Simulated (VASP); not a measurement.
Crystal: WS2.

```xyz
3
Lattice="1.5790 0.9116 6.1633 -1.5790 0.9116 6.1633 0.0000 -1.8233 6.1633" Properties=species:S:1:pos:R:3 pbc="T T T"
W     0.0000    0.0000    0.0000
S     0.0000    0.0000    4.6170
S     0.0000    0.0000    7.7473
```

Measurements of this composition are mostly on another form, of space group No. 194.

| Quantity | Value |
| --- | --- |
| Program | VASP 6.6.1 |
| Task | relaxation of cell and atoms |
| Functional | LDA |
| Potentials or basis | VASP PAW LDA potentials, release 64 (W_sv, S) |
| Cutoff | 350 eV |
| k mesh | 6 × 6 × 6 |
| Occupations | gaussian, width 0.02 eV |
| Spin | no spin polarisation |

At the start: pressure -3.4 GPa; volume 17.74 Å³/atom.

Q: Where does the relaxation end?

A: Over 22 steps the energy falls by 6.5 meV/atom and the volume is 17.10 Å³/atom (-3.6 %); space group R3m (No. 160, to 0.05 Å).

Step by step:
| step | energy change (eV) | largest force (eV/Å) | pressure (GPa) | volume (Å³) |
| --- | --- | --- | --- | --- |
| 1 | 0.0000 | 0.5851 | -3.36 | 53.23 |
| 2 | 0.0468 | 1.4548 | 8.00 | 50.41 |
| 3 | -0.0156 | 0.2394 | 0.12 | 52.26 |
| 4 | -0.0156 | 0.2425 | 0.19 | 52.24 |
| 5 | -0.0162 | 0.2392 | -0.48 | 52.21 |
| 6 | -0.0170 | 0.0998 | -0.20 | 52.22 |
| 7 | -0.0175 | 0.0335 | -0.12 | 52.08 |
| 8 | -0.0175 | 0.0356 | -0.12 | 52.06 |
| 9 | -0.0178 | 0.0546 | 0.15 | 51.91 |
| 10 | -0.0181 | 0.0870 | 0.60 | 51.65 |
| 11 | -0.0182 | 0.0824 | 0.57 | 51.64 |
| 12 | -0.0185 | 0.0757 | 0.49 | 51.59 |
| 13 | -0.0189 | 0.0609 | 0.35 | 51.49 |
| 14 | -0.0193 | 0.0626 | 0.06 | 51.28 |
| 15 | -0.0193 | 0.0307 | 0.02 | 51.29 |
| 16 | -0.0194 | 0.0060 | -0.02 | 51.30 |
| 17 | -0.0194 | 0.0064 | -0.02 | 51.30 |
| 18 | -0.0194 | 0.0022 | 0.00 | 51.29 |
| 19 | -0.0194 | 0.0010 | 0.02 | 51.29 |
| 20 | -0.0194 | 0.0009 | 0.02 | 51.29 |
| 21 | -0.0194 | 0.0013 | 0.02 | 51.29 |
| 22 | -0.0194 | 0.0010 | 0.01 | 51.29 |

Final structure:
```cif
data_structure
_symmetry_space_group_name_H-M 'P 1'
_symmetry_Int_Tables_number 1
_cell_length_a 6.3038
_cell_length_b 6.3038
_cell_length_c 6.3038
_cell_angle_alpha 28.765
_cell_angle_beta 28.765
_cell_angle_gamma 28.765
_cell_volume 51.29
loop_
_atom_site_label
_atom_site_type_symbol
_atom_site_fract_x
_atom_site_fract_y
_atom_site_fract_z
_atom_site_occupancy
W1 W 0.00066 0.00066 0.00066 1
S1 S 0.24781 0.24781 0.24781 1
S2 S 0.42023 0.42023 0.42023 1
```
